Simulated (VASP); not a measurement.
# MgH₂: restarted molecular dynamics, 2 variants

MgH₂, Fm-3m (no. 225), 12 atoms in the cell. PBE, molecular dynamics; PAW potentials Mg, H (PBE set).

| Restart from | Temperature at the end (K) | The same without a restart (K) | Potential energy at the end (eV/atom) | The same without a restart (eV/atom) | Electronic steps in the first step after the restart | Time (s) |
|---|---|---|---|---|---|---|
| CONTCAR with velocities, WAVECAR read | 484.0 | 484.0 | -2.74536 | -2.74536 | 4 | 106 |
| CONTCAR with velocities, no WAVECAR | 484.0 | 484.0 | -2.74536 | -2.74536 | 13 | 106 |

Limits: 30 fs of 12 atoms are too short for converged averages; the cell is only 4.8 Å across, so each atom moves in step with near copies of itself.

## Input of the first row

INCAR.step1:
```
ALGO = Normal ; EDIFF = 1E-6
ENCUT = 250 ; GGA = PE
IBRION = 0 ; ISIF = 2
ISMEAR = 0 ; ISYM = 0
KPAR = 2 ; LASPH = T
LCHARG = F ; LREAL = Auto
LWAVE = T ; MDALGO = 2
NELM = 60 ; NELMIN = 4
NSW = 30 ; POTIM = 0.5
PREC = Normal ; RANDOM_SEED = 733089 0 0
SIGMA = 0.05 ; SMASS = -3
TEBEG = 1600
```

INCAR.step2, as INCAR.step1 but for:
```
- LWAVE = T
+ LWAVE = F
```

KPOINTS:
```
k-points
0
Monkhorst-Pack
  2 2 2
```

POSCAR.step1:
```
MgH2
1.0
    4.7621343334      0.0000000000      0.0000000000
    0.0000000000      4.7621343334      0.0000000000
    0.0000000000      0.0000000000      4.7621343334
Mg H
4 8
Direct
    0.0000000000      0.0000000000      0.0000000000
    0.0000000000      0.5000000000      0.5000000000
    0.5000000000      0.0000000000      0.5000000000
    0.5000000000      0.5000000000      0.0000000000
    0.2500000000      0.7500000000      0.7500000000
    0.2500000000      0.2500000000      0.7500000000
    0.2500000000      0.2500000000      0.2500000000
    0.2500000000      0.7500000000      0.2500000000
    0.7500000000      0.7500000000      0.2500000000
    0.7500000000      0.2500000000      0.2500000000
    0.7500000000      0.2500000000      0.7500000000
    0.7500000000      0.7500000000      0.7500000000
```

Commands (each step's output is kept before the next begins):
```
cat potpaw_PBE.64/Mg/POTCAR potpaw_PBE.64/H/POTCAR > POTCAR
cp INCAR.step1 INCAR
cp POSCAR.step1 POSCAR
mpirun -np 2 vasp_std > vasp.out
cp CONTCAR POSCAR
cp INCAR.step2 INCAR
mpirun -np 2 vasp_std > vasp.out
```

Changes of the last row against the first:
```
(step 1)
- LWAVE = True
+ LWAVE = False
```

VASP 6.6.1 took 106 s on 2 cores (Intel Xeon Platinum 8375C @ 2.90GHz (Ice Lake)), a shared host.
